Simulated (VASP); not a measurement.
# InAs in VASP: one cell, several levels of theory

What does VASP give for zincblende InAs, under -2.0 % biaxial strain in x and y, free along z, the cell held fixed? Runs: PBE, r2SCAN. The results are then set beside those of Ansatz 0.2.0 for the same cell.

Code: VASP 6.6.1. PAW datasets, plane waves. (Simulation; spin polarisation is off.)

## Step 1: Starting point

The cell comes from an earlier relaxation with r2SCAN in another program, then strained, with the atoms relaxed again.

The symmetry is I-4m2 (No. 119, tetragonal); a = 4.233 Å, c = 6.237 Å in the conventional setting, 27.94 Å³ an atom. Around In lie 4 As at 2.63 Å; around As lie 4 In at 2.63 Å.

The structure in full:

```cif
data_structure
_symmetry_space_group_name_H-M 'P 1'
_symmetry_Int_Tables_number 1
_cell_length_a 4.3227
_cell_length_b 4.3227
_cell_length_c 4.2334
_cell_angle_alpha 60.681
_cell_angle_beta 60.681
_cell_angle_gamma 58.638
_cell_volume 55.89
loop_
_atom_site_label
_atom_site_type_symbol
_atom_site_fract_x
_atom_site_fract_y
_atom_site_fract_z
_atom_site_occupancy
In1 In 0.00000 0.00000 0.00000 1
As1 As 0.25000 0.25000 0.25000 1
```

## Step 2: PBE at this geometry

INCAR

```
ENCUT = 520.000000
SIGMA = 0.020000
EDIFF = 1.00e-07
GGA = PE
PREC = Accurate
IBRION = -1
ISIF = 2
ISMEAR = -1
NBANDS = 16
NELM = 120
NSW = 0
LASPH = .TRUE.
LCHARG = .TRUE.
LELF = .TRUE.
LWAVE = .FALSE.
LREAL = .FALSE.
```

KPOINTS

```
KPOINTS created by Atomic Simulation Environment
0
Gamma
8 8 8
0 0 0
```

KPOINTS_OPT

```
special points
7
Reciprocal
0.0000000000 0.0000000000 0.0000000000 1
-0.5000000000 -0.5000000000 0.0000000000 1
-0.3750000000 -0.3750000000 0.2500000000 1
-0.3750000000 0.0000000000 0.3750000000 1
0.0000000000 0.0000000000 0.5000000000 1
-0.5000000000 -0.2500000000 0.2500000000 1
-0.0167640000 -0.0167640000 0.0000000000 1
```

POSCAR

```
In As
 1.0000000000000000
     0.0000000000000000    2.9934986636000001    3.1184735085000002
     2.9934986636000001    0.0000000000000000    3.1184735085000002
     2.9934986636000001    2.9934986636000001    0.0000000000000000
 In  As
   1   1
Cartesian
  0.0000000000000000  0.0000000000000000  0.0000000000000000
  1.4967493317999998  1.4967493317999998  1.5592367542499999
```

Potentials: the recommended PBE PAW datasets, 18 valence electrons in the neutral cell.

On the command line:

```console
$ mpirun -np 1 vasp_std
```

## Step 3: r2SCAN

INCAR

```
ENCUT = 520.000000
SIGMA = 0.020000
EDIFF = 1.00e-07
ALGO = Normal
METAGGA = R2SCAN
PREC = Accurate
IBRION = -1
ISIF = 2
ISMEAR = -1
NBANDS = 16
NELM = 120
NSW = 0
LASPH = .TRUE.
LCHARG = .FALSE.
LWAVE = .FALSE.
LREAL = .FALSE.
```

KPOINTS is that of step 2.

KPOINTS_OPT is that of step 2.

POSCAR is that of step 2.

**Question.** What will these runs give? Wanted: for each run, gap; pressure; Ansatz: gap; Ansatz: pressure.

As calculated:

```
 level  gap (eV)  pressure (GPa)  Ansatz: gap (eV)  Ansatz: pressure (GPa)
   PBE     -0.01            3.24             -0.01                    3.18
r2SCAN      0.11            1.14              0.11                    1.14
```

A negative gap is an overlap of bands.

In words: The gap spans -0.01 eV (PBE) to 0.11 eV (r2SCAN). Spin-orbit coupling is left out, though the cell holds In (Z = 49); in an element this heavy it can shift bands and gaps by tenths of an eV. At this one volume the pressure spans 1.1 GPa (r2SCAN) to 3.2 GPa (PBE): PBE wants the largest cell and r2SCAN the smallest. The two programs agree on the gap within 0.01 eV, far less than the spread between functionals. The two codes have different PAW datasets and cutoffs. VASP's cell holds 18 valence electrons and Ansatz's 28.
